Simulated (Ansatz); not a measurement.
A 2-atom cell of LiH started from a crystallographic database with hydrogen sites as listed was relaxed with 3 functionals in Ansatz 0.2.0, cell and atoms free, the symmetry of the start kept (meshes: PBE-D3(BJ) 10×10×10, r2SCAN+rVV10 10×10×10, PBE-D4 10×10×10). No spin polarisation and no zero-point or thermal motion.

The PBE-D4 result:
```
Li H
1.0
     0.00000    1.97952    1.97952
     1.97952    0.00000    1.97952
     1.97952    1.97952    0.00000
Li H
1 1
Direct
  0.00000 0.00000 0.00000
  0.50000 0.50000 0.50000
```

It is cubic, Fm-3m (No. 225); conventional cell a = 3.959 Å, 7.76 Å³ an atom. Li is surrounded by 6 H at 1.98 Å; H is surrounded by 6 Li at 1.98 Å.

(1) Order the functionals by the relaxed volume, smallest first.
A. PBE-D3(BJ)
B. PBE-D4
C. r2SCAN+rVV10

(2) What lattice does PBE-D3(BJ) give?

(3) What lattice does r2SCAN+rVV10 give?

Answers

(1) A (7.30 Å³/atom), B (7.76 Å³/atom), C (7.98 Å³/atom).

(2) a = 3.879 Å; the volume differs by -5.9 % from PBE-D4's. Li is surrounded by 6 H at 1.94 Å; H is surrounded by 6 Li at 1.94 Å.

(3) a = 3.997 Å; the volume differs by +2.9 % from PBE-D4's. Li is surrounded by 6 H at 2.00 Å; H is surrounded by 6 Li at 2.00 Å.
